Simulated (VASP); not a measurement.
Given:

```
AlSb
1.0
    0.00000     3.05911     3.05911
    3.05911     0.00000     3.05911
    3.05911     3.05911     0.00000
Al Sb
1 1
Cartesian
  0.00000   0.00000   0.00000
  1.52955   1.52955   1.52955
```

All values below come from revTPSS meta-GGA, VASP's PBE PAW potentials (set 64) (plane waves; VASP). Run with 520 eV cut-off, 7×7×7 Γ-centred mesh, Gaussian smearing of 0.050 eV, potentials Al Sb.

### Question
Give the stress tensor in GPa (positive for a compressed cell).

### Answer

```
1.76  0.00  0.00
0.00  1.76  0.00
0.00  0.00  1.76
```
The pressure is its mean diagonal, 1.76 GPa.

The compound is AlSb in the zinc blende structure. This cell is one point of a volume scan, at 0.97 of the reference volume.
